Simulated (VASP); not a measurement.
**Cd: single point with PBE**

Crystal: Cd.

```
Cd
1.0
     1.57520    0.90944    2.39929
    -1.57520    0.90944    2.39929
     0.00000   -1.81889    2.39929
Cd
1
Direct
  0.00000 0.00000 0.00000
```

This isn't the form of Cd at room conditions, which is hcp.

The cell isn't the ideal one: volume scaled by 0.94.

```json
{"Program": "VASP 6.6.1", "Task": "single point", "Functional": "PBE", "Potentials or basis": "VASP PAW PBE potentials, release 64 (Cd)", "Cutoff": "520 eV", "k mesh": "10 × 10 × 10", "Occupations": "fermi-dirac, width 0.05 eV", "Spin": "no spin polarisation", "Dipole correction": "no", "Further INCAR settings": "ALGO = Fast; EDIFF = 1e-06; NBANDS = 12"}
```

The pressure is 6.4 GPa and the band gap on the k mesh is none (metal or under the smearing width).

Stress tensor (GPa, compression positive):
```
6.24 0.00 0.00
0.00 6.24 0.00
0.00 0.00 6.76
```

Levels at points of the mesh, in eV from the Fermi level:
```tsv
k point	band 4	band 5	band 6	band 7	band 8	band 9
(0.00, 0.00, 0.00)	-9.15	-8.83	-8.83	13.69	14.68	14.68
(0.50, 0.00, 0.00)	-8.53	-8.38	-2.73	-1.56	12.87	12.98
(0.50, 0.50, 0.00)	-8.33	-8.28	-1.00	1.58	6.18	7.77
(0.50, 0.50, 0.50)	-8.37	-8.37	-2.19	-0.37	11.96	11.96
```

It took 12 s on 1 thread of AMD EPYC 9R45 96-Core Processor (Zen 5), on a shared host, peak memory 0.12 GiB.
